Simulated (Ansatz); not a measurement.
# Ge: the cost of one run

Program: Ansatz 0.2.0. Level of theory: DFT PBEsol, scalar-relativistic, plane waves, PAW. These are calculated values, not measurements.

2 further runs of the same task are left out: 2 set aside as unsound or not needed.

**1. The starting structure**

It takes space group P6_3/mmc (No. 194, hexagonal). Conventional cell: a = 3.997 Å, b = 3.997 Å, c = 6.596 Å, α = 90.00°, β = 90.00°, γ = 120.00°. Ge (site symmetry 3m) has 4 Ge at 2.45 to 2.47 Å as nearest neighbours.

As a file:

```cif
data_structure
_symmetry_space_group_name_H-M 'P6_3/mmc'
_symmetry_Int_Tables_number 194
_cell_length_a 3.9970
_cell_length_b 3.9970
_cell_length_c 6.5964
_cell_angle_alpha 90.000
_cell_angle_beta 90.000
_cell_angle_gamma 120.000
_cell_volume 91.26
loop_
_atom_site_label
_atom_site_type_symbol
_atom_site_symmetry_multiplicity
_atom_site_Wyckoff_symbol
_atom_site_fract_x
_atom_site_fract_y
_atom_site_fract_z
_atom_site_occupancy
Ge1 Ge 4 f 0.66667 0.33333 0.06291 1
```

It goes back to an entry of the Materials Project, which need not be the stable form.

This cell was relaxed beforehand with the same method: volume 22.82 Å³/atom, gap on the mesh none (metal).

**2. The slab**

Planes are indexed in the bulk's conventional cell (P6_3/mmc (No. 194)), a = 3.997 Å, b = 3.997 Å, c = 6.596 Å, α = 90.00°, β = 90.00°, γ = 120.00°.

A (001) slab, 10.7 Å thick as cut, with 17 Å of vacuum; its outer planes are Ge (top) and Ge (bottom).

The slab as cut. Layers, bottom to top:

| plane | atoms per cell | height over the lowest (Å) |
| --- | --- | --- |
| 1 | Ge | 0.00 |
| 2 | Ge | 0.83 |
| 3 | Ge | 3.30 |
| 4 | Ge | 4.13 |
| 5 | Ge | 6.60 |
| 6 | Ge | 7.43 |
| 7 | Ge | 9.89 |
| 8 | Ge | 10.72 |

**3. The clean surface, relaxed**

The input, input.yaml:

```yaml
crystal:
  lattice:
    - [3.9969678639, 0.0, 0.0]
    - [-1.9984839319, 3.4614757082, 0.0]
    - [0.0, 0.0, 27.7245268541]
  atoms:
    - { symbol: Ge, position: [0.3333333333, 0.6666666667, 0.3065877389] }
    - { symbol: Ge, position: [0.6666666667, 0.3333333333, 0.3365243779] }
    - { symbol: Ge, position: [0.6666666667, 0.3333333333, 0.4255503666] }
    - { symbol: Ge, position: [0.3333333333, 0.6666666667, 0.4554870057] }
    - { symbol: Ge, position: [0.3333333333, 0.6666666667, 0.5445129943] }
    - { symbol: Ge, position: [0.6666666667, 0.3333333333, 0.5744496334] }
    - { symbol: Ge, position: [0.6666666667, 0.3333333333, 0.6634756221] }
    - { symbol: Ge, position: [0.3333333333, 0.6666666667, 0.6934122611] }
basis:
  ecutwfc: 420
kpoints:
  mp_grid: { grid: [9, 9, 1] }
hamiltonian:
  xc: pbesol
scf:
  occupations: { method: gaussian, width: 0.1 }
output:
  forces: true
  eigenvalues: true
  write_density: true
  write_potential: true
  elf: true
  volumetric_format: npy
relax:
  adjacent_minimum: "off"
  f_tol: 0.03
  max_steps: 70
  constraints: [{ sites: [0, 1, 2, 3] }]
efield:
  axis: 3
  dipole_correction: true
  ramp_width: 0.04
```

Command:

```
ansatz run input.yaml --threads 2 --pin off --max-ram 5120MiB --backend cpu --events-out ev --progress --plain --runs-dir out
```

What time and memory should one allow on 2 threads of Intel Xeon Platinum 8259CL at 2.50GHz (Skylake/Cascade Lake), shared host?

About 54 s, with a peak of 0.82 GiB.
